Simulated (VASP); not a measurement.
# MoSe2 (P6_3/mmc) in VASP: further runs

The runs below take MoSe2 through relaxation of cell and atoms, with PBEsol, LDA.

Everything below comes from runs of VASP 6.6.1. Logs are shortened: lines on timing, memory, paths and dates and some standing lists are left out, and cuts for length are marked.

**1. Starting point**

It takes space group P6_3/mmc (No. 194, hexagonal). The conventional cell has a = 3.322 Å, b = 3.322 Å, c = 13.543 Å, α = 90.00°, β = 90.00°, γ = 120.00°. Mo (site symmetry -6m2) has 6 Se at 2.53 Å as nearest neighbours. Around Se (site symmetry 3m) lie 3 Mo at 2.53 Å.

The cell is a database's computed one.

**2. Relaxation of cell and atoms, PBEsol**

INCAR reads:

```
ALGO = Normal
EDIFF = 1E-7
EDIFFG = -0.005
ENCUT = 600
GGA = PS
IBRION = 2
ISIF = 3
ISMEAR = 0
LASPH = T
LCHARG = F
LREAL = F
LWAVE = F
NELM = 60
NSW = 90
PREC = Accurate
SIGMA = 0.02
```

KPOINTS reads:

```
k-points
0
Gamma
  9 9 2
```

POSCAR reads:

```
MoSe2
1.0
    3.3222601900      0.0000000000      0.0000000000
   -1.6611300900      2.8771617200      0.0000000000
    0.0000000000      0.0000000000     13.5429565500
Mo Se
2 4
Direct
    0.6666666700      0.3333333300      0.7500000000
    0.3333333300      0.6666666700      0.2500000000
    0.3333333300      0.6666666700      0.8722223200
    0.6666666700      0.3333333300      0.3722223200
    0.3333333300      0.6666666700      0.6277776800
    0.6666666700      0.3333333300      0.1277776800
```

Potentials or basis: VASP PAW PBE potentials, release 64 (Mo_sv, Se).

On the command line:

```
cat potpaw_PBE.64/Mo_sv/POTCAR potpaw_PBE.64/Se/POTCAR > POTCAR
mpirun -np 1 vasp_std > vasp.out
```

OUTCAR:

```text
EDIFF = 1E-7
   EDIFFG = -0.005
   ENCUT = 600
   GGA = PS
   IBRION = 2
   ISIF = 3
   ISMEAR = 0
   LASPH = T
   LREAL = F
   NELM = 60
   NSW = 90
   PREC = Accurate

 ion  position               nearest neighbor table
   1  0.667  0.333  0.750-   3 2.53   5 2.53   3 2.53   5 2.53   3 2.53   5 2.53
   2  0.333  0.667  0.250-   4 2.53   6 2.53   4 2.53   6 2.53   4 2.53   6 2.53
   3  0.333  0.667  0.872-   1 2.53   1 2.53   1 2.53
   4  0.667  0.333  0.372-   2 2.53   2 2.53   2 2.53
   5  0.333  0.667  0.628-   1 2.53   1 2.53   1 2.53
   6  0.667  0.333  0.128-   2 2.53   2 2.53   2 2.53

  LATTYP: Found a hexagonal cell.
 ALAT       =     3.3222601900
 C/A-ratio  =     4.0764286285

  Lattice vectors:

 A1 = (   3.3222601900,   0.0000000000,   0.0000000000)
 A2 = (  -1.6611300900,   2.8771617200,   0.0000000000)
 A3 = (   0.0000000000,   0.0000000000,  13.5429565500)

Analysis of symmetry for initial positions (statically):
=====================================================================
 Subroutine PRICEL returns:
 Original cell was already a primitive cell.

 Routine SETGRP: Setting up the symmetry group for a
 hexagonal supercell.

 Subroutine GETGRP returns: Found 24 space group operations
 (whereof 12 operations were pure point group operations)
 out of a pool of 24 trial point group operations.

The static configuration has the point symmetry D_3d.
 The point group associated with its full space group is D_6h.

Analysis of symmetry for dynamics (positions and initial velocities):
=====================================================================
 Subroutine PRICEL returns:
 Original cell was already a primitive cell.

 Routine SETGRP: Setting up the symmetry group for a
 hexagonal supercell.

 Subroutine GETGRP returns: Found 24 space group operations
 (whereof 12 operations were pure point group operations)
 out of a pool of 24 trial point group operations.

The dynamic configuration has the point symmetry D_3d.
 The point group associated with its full space group is D_6h.

 Subroutine INISYM returns: Found 24 space group operations
 (whereof 12 operations are pure point group operations),
 and found     1 'primitive' translations

----------------------------------------------------------------------------------------

                                     Primitive cell

  volume of cell :     129.4528

  direct lattice vectors                    reciprocal lattice vectors
     3.322260190  0.000000000  0.000000000     0.300999905  0.173782376  0.000000000
    -1.661130090  2.877161720  0.000000000     0.000000000  0.347564752  0.000000000
[... 100 lines left out ...]
   POTIM  = 0.5000    time-step for ionic-motion
   TEBEG  =    0.0;   TEEND  =   0.0 temperature during run
   PSTRESS=    0.0 pullay stress
   NELECT =      52.0000    total number of electrons
   NUPDOWN=      -1.0000    fix difference up-down
   EMIN   =  10.00;   EMAX   =-10.00  energy-range for DOS
   EFERMI =   0.00;   METHOD = LEGACY
   ISMEAR =     0;   SIGMA  =   0.02  broadening in eV -4-tet -1-fermi 0-gaus
   EFERMI_NEDOS =   21; number of points for ismear=-14 and -15
   IALGO  =     38    algorithm
   IMIX   =      4    mixing-type and parameters
     AMIX     =   0.40;   BMIX     =  1.00
     AMIX_MAG =   1.60;   BMIX_MAG =  1.00
  volume/ion in A,a.u.               =      21.58       145.60
  Fermi-wavevector in a.u.,A,eV,Ry     =   1.207922  2.282641 19.851921  1.459075
  Thomas-Fermi vector in A             =   2.343545
   LORBIT       =      0    0 simple, 1 ext, 2 COOP (PROOUT), +10 PAW based schemes
   GGA     = PS    functional components
   LHFCALC =     F    Hartree Fock is set to
   AEXX    =    0.0000 exact exchange contribution
   IVDW    =     0    specifies the selected vdW correction
   LEPSILON=     F    determine dielectric tensor
   LRPA    =     F    only Hartree local field effects (RPA)
 conjugate gradient relaxation of ions
 non-spin polarized calculation
 Gauss-broadening in eV      SIGMA  =   0.02
  energy-cutoff  :      600.00
  volume of cell :      129.45
 maximum number of plane-waves:      4387
 NGX is ok and might be reduce to    28
   NGX = 13   NGY = 13   NGZ = 55

--------------------------------------- Ionic step        1  -------------------------------------------

 number of electron      52.0000003 magnetization

 Free energy of the ion-electron system (eV)
  ---------------------------------------------------
  ext. energy  EPLUGINS =         0.00000000
  ---------------------------------------------------
  free energy    TOTEN  =       -43.21337089 eV

  energy without entropy =      -43.21337089  energy(sigma->0) =      -43.21337089

------------------------ aborting loop because EDIFF is reached ----------------------------------------

  FORCE on cell =-STRESS in cart. coord.  units (eV):
  Direction    XX          YY          ZZ          XY          YZ          ZX
  --------------------------------------------------------------------------------------
  -------------------------------------------------------------------------------------
  Total       -2.8631461     -2.8631461     -1.1557246     -0.0000000      0.0000000      0.0000000
  in kB      -35.4358366    -35.4358365    -14.3038696     -0.0000001      0.0000000      0.0000000
  external PRESSURE =     -28.3918476 kB  Pullay stress =       0.0000000 kB
[... 101 lines left out ...]
  FREE ENERGIE OF THE ION-ELECTRON SYSTEM (eV)
  ---------------------------------------------------
  free  energy   TOTEN  =       -43.2462354231 eV

  energy  without entropy=      -43.2462354231  energy(sigma->0) =      -43.24623542

[... ionic steps 4 to 21 ...]

--------------------------------------- Ionic step       22  -------------------------------------------

 number of electron      51.9999997 magnetization

------------------------ aborting loop because EDIFF is reached ----------------------------------------
[... 75 lines left out ...]
--------------------------------------- Ionic step       24  -------------------------------------------

 number of electron      51.9999997 magnetization

 Free energy of the ion-electron system (eV)
  ---------------------------------------------------
  ext. energy  EPLUGINS =         0.00000000
  ---------------------------------------------------
  free energy    TOTEN  =       -43.26576815 eV

  energy without entropy =      -43.26576815  energy(sigma->0) =      -43.26576815

 E-fermi :   6.3207     XC(G=0): -10.7896

 val. band max:        6.1714901958   @ k =   0.0000   0.0000   0.0000
 cond. band min:       7.1612905158   @ k =   0.2222   0.1111   0.0000
 fundamental gap:      0.9898003200
 Fermi energy:         6.3207063577

 k-point     1 :       0.0000    0.0000    0.0000
  band No.  band energies     occupation
      1     -54.8202      2.00000
      2     -54.8202      2.00000
      3     -29.0327      2.00000
      4     -29.0326      2.00000
      5     -28.8188      2.00000
      6     -28.8188      2.00000
[... 838 lines left out ...]
  FREE ENERGIE OF THE ION-ELECTRON SYSTEM (eV)
  ---------------------------------------------------
  free  energy   TOTEN  =       -43.2657681491 eV

  energy  without entropy=      -43.2657681491  energy(sigma->0) =      -43.26576815

 reached required accuracy - stopping structural energy minimisation
```

OSZICAR:

```text
N       E                     dE             d eps       ncg     rms          rms(c)
DAV:   1     0.468377788793E+03    0.46838E+03   -0.30884E+04  1680   0.173E+03
[... 235 lines left out ...]
       N       E                     dE             d eps       ncg     rms          rms(c)
DAV:   1    -0.432657746438E+02   -0.86212E-05   -0.40161E-04  1574   0.126E-01    0.161E-02
DAV:   2    -0.432657691503E+02    0.54936E-05   -0.28025E-05  1576   0.335E-02    0.795E-03
DAV:   3    -0.432657682014E+02    0.94890E-06   -0.28104E-06  1899   0.810E-03    0.485E-03
DAV:   4    -0.432657680213E+02    0.18006E-06   -0.13896E-06  1713   0.704E-03    0.426E-03
DAV:   5    -0.432657681366E+02   -0.11533E-06   -0.33350E-07  1205   0.284E-03    0.612E-04
DAV:   6    -0.432657681491E+02   -0.12507E-07   -0.43797E-08   786   0.140E-03
  24 F= -.43265768E+02 E0= -.43265768E+02  d E =-.308775E-04
```

It took 17 min on 1 thread of AMD EPYC 9R45 (Zen 5), shared host; peak memory 0.33 GiB.

What came out:

```yaml
Free_energy: -43.2658 eV
Relaxed_volume: 20.28 Å³/atom
Relaxed_cell: a = 3.271 Å, b = 3.271 Å, c = 13.133 Å, α = 90.00°, β = 90.00°, γ = 120.00°
Space_group_after_relaxing_to_0.05_Å: P6_3/mmc (No. 194)
Energy_gained_by_relaxing: 8.7 meV/atom
Ionic_steps: 24
Pressure_after_relaxing: 0.0 GPa
Band_gap_on_the_k_mesh: 0.99 eV, indirect (least direct gap 1.49 eV)
```

Forces on the atoms (eV/Å):
```
Mo   0.000  0.000  0.000
Mo   0.000  0.000  0.000
Se   0.000  0.000  0.002
Se   0.000  0.000  0.002
Se   0.000  0.000 -0.002
Se   0.000  0.000 -0.002
```

Step by step:
```
step  energy change (eV)  largest force (eV/Å)  pressure (GPa)  volume (Å³)
   1              0.0000                0.0964           -2.84       129.45
   2              0.0206                0.7371            4.57       122.41
   3             -0.0329                0.2545            0.20       126.29
   4             -0.0428                0.0050           -0.12       125.61
   5             -0.0431                0.0396           -0.08       125.71
   6             -0.0436                0.0431           -0.04       125.53
   7             -0.0452                0.0539            0.08       124.98
   8             -0.0476                0.0762            0.33       123.89
   9             -0.0493                0.1231            0.92       121.72
  10             -0.0494                0.1205            0.90       121.70
  11             -0.0498                0.1126            0.86       121.63
  12             -0.0503                0.0969            0.78       121.50
  13             -0.0512                0.0656            0.62       121.24
  14             -0.0517                0.0034            0.31       120.71
  15             -0.0518                0.0153            0.37       120.81
  16             -0.0519                0.0120            0.32       120.92
  17             -0.0522                0.0019            0.17       121.23
  18             -0.0523                0.0183           -0.12       121.87
  19             -0.0524                0.0105            0.00       121.62
  20             -0.0524                0.0113           -0.02       121.65
  21             -0.0524                0.0072           -0.01       121.66
  22             -0.0524                0.0027            0.00       121.67
  23             -0.0524                0.0065            0.03       121.70
  24             -0.0524                0.0024            0.02       121.69
```

Final structure:
```yaml
crystal:
  lattice:
    - [3.27088, 0.00000, 0.00000]
    - [-1.63544, 2.83266, 0.00000]
    - [0.00000, 0.00000, 13.13346]
  atoms:
    - { symbol: Mo, position: [0.66667, 0.33333, 0.75000] }
    - { symbol: Mo, position: [0.33333, 0.66667, 0.25000] }
    - { symbol: Se, position: [0.33333, 0.66667, 0.87688] }
    - { symbol: Se, position: [0.66667, 0.33333, 0.37688] }
    - { symbol: Se, position: [0.33333, 0.66667, 0.62312] }
    - { symbol: Se, position: [0.66667, 0.33333, 0.12312] }
```

Levels at points of the mesh, in eV from the valence-band top:
| k point | band 24 | band 25 | band 26 | band 27 | band 28 | band 29 |
| --- | --- | --- | --- | --- | --- | --- |
| (0.00, 0.00, 0.00) | -1.09 | -0.89 | 0.00 | 2.64 | 2.64 | 2.69 |
| (0.00, 0.00, 0.50) | -1.42 | -0.20 | -0.20 | 2.65 | 2.65 | 2.65 |

Caveat: the PAW data sets were made with another functional, which shifts forces and pressure a little; an odd mesh through Γ misses points on the zone boundary, where band edges often lie; this functional lacks dispersion, which binds the layers, so the pressure and a relaxed spacing across them are unreliable.

**3. Relaxation of cell and atoms, LDA**

INCAR: that of step 2 with these lines changed.

```diff
@@ -4,3 +4,2 @@
 ENCUT = 600
-GGA = PS
 IBRION = 2
```

KPOINTS is that of step 2.

POSCAR is that of step 2.

Potentials or basis: VASP PAW LDA potentials, release 64 (Mo_sv, Se).

On the command line:

```
cat potpaw_LDA.64/Mo_sv/POTCAR potpaw_LDA.64/Se/POTCAR > POTCAR
mpirun -np 1 vasp_std > vasp.out
```

Run time: 16 min. Hardware: 1 thread of AMD EPYC 9R45 (Zen 5), shared host; peak memory 0.27 GiB.

It converged, with:

| Quantity | Value |
| --- | --- |
| Free energy | -45.2724 eV |
| Relaxed volume | 19.48 Å³/atom |
| Relaxed cell | a = 3.252 Å, b = 3.252 Å, c = 12.762 Å, α = 90.00°, β = 90.00°, γ = 120.00° |
| Space group after relaxing (to 0.05 Å) | P6_3/mmc (No. 194) |
| Energy gained by relaxing | 24.5 meV/atom |
| Ionic steps | 24 |
| Pressure after relaxing | 0.0 GPa |
| Largest force after relaxing | 0.005 eV/Å |
| Band gap on the k mesh | 0.84 eV, indirect (least direct gap 1.51 eV) |

Forces on the atoms (eV/Å):
```
Mo   0.000  0.000  0.000
Mo   0.000  0.000  0.000
Se   0.000  0.000  0.005
Se   0.000  0.000  0.005
Se   0.000  0.000 -0.005
Se   0.000  0.000 -0.005
```

The path:
```
step  energy change (eV)  largest force (eV/Å)  pressure (GPa)  volume (Å³)
   1              0.0000                0.2746           -5.01       129.45
   2              0.1503                1.5653            9.90       117.22
   3             -0.0835                0.3527           -0.17       124.68
   4             -0.1039                0.1043           -0.22       123.44
   5             -0.1040                0.0848           -0.22       123.34
   6             -0.1080                0.1128            0.02       122.73
   7             -0.1172                0.1994            0.82       120.89
   8             -0.1198                0.3792            2.64       117.25
   9             -0.1214                0.3181            1.96       118.54
  10             -0.1221                0.3141            1.95       118.49
  11             -0.1240                0.3029            1.91       118.34
  12             -0.1276                0.2801            1.82       118.03
  13             -0.1337                0.2349            1.65       117.41
  14             -0.1415                0.1443            1.37       116.17
  15             -0.1348                0.0429            1.05       113.69
  16             -0.1427                0.1043            1.31       115.46
  17             -0.1427                0.0902            1.28       115.28
  18             -0.1450                0.0529            0.86       115.74
  19             -0.1468                0.0127            0.17       116.56
  20             -0.1469                0.0248            0.04       116.71
  21             -0.1470                0.0182            0.04       116.73
  22             -0.1473                0.0018            0.04       116.81
  23             -0.1473                0.0101            0.04       116.84
  24             -0.1473                0.0046            0.00       116.87
```

Final structure:
```yaml
crystal:
  lattice:
    - [3.25185, 0.00000, 0.00000]
    - [-1.62593, 2.81619, 0.00000]
    - [0.00000, 0.00000, 12.76204]
  atoms:
    - { symbol: Mo, position: [0.66667, 0.33333, 0.75000] }
    - { symbol: Mo, position: [0.33333, 0.66667, 0.25000] }
    - { symbol: Se, position: [0.33333, 0.66667, 0.88010] }
    - { symbol: Se, position: [0.66667, 0.33333, 0.38010] }
    - { symbol: Se, position: [0.33333, 0.66667, 0.61990] }
    - { symbol: Se, position: [0.66667, 0.33333, 0.11990] }
```

Levels at points of the mesh, in eV from the valence-band top:
```
           k point  band 22  band 23  band 24  band 25  band 26  band 27  band 28  band 29  band 30  band 31
(0.00, 0.00, 0.00)    -1.52    -1.52    -1.26    -0.74     0.00     2.55     2.55     2.63     2.63     2.73
(0.00, 0.00, 0.50)    -1.55    -1.55    -1.55    -0.18    -0.18     2.57     2.57     2.57     2.57     2.87
```

Caveat: an odd mesh through Γ misses points on the zone boundary, where band edges often lie.
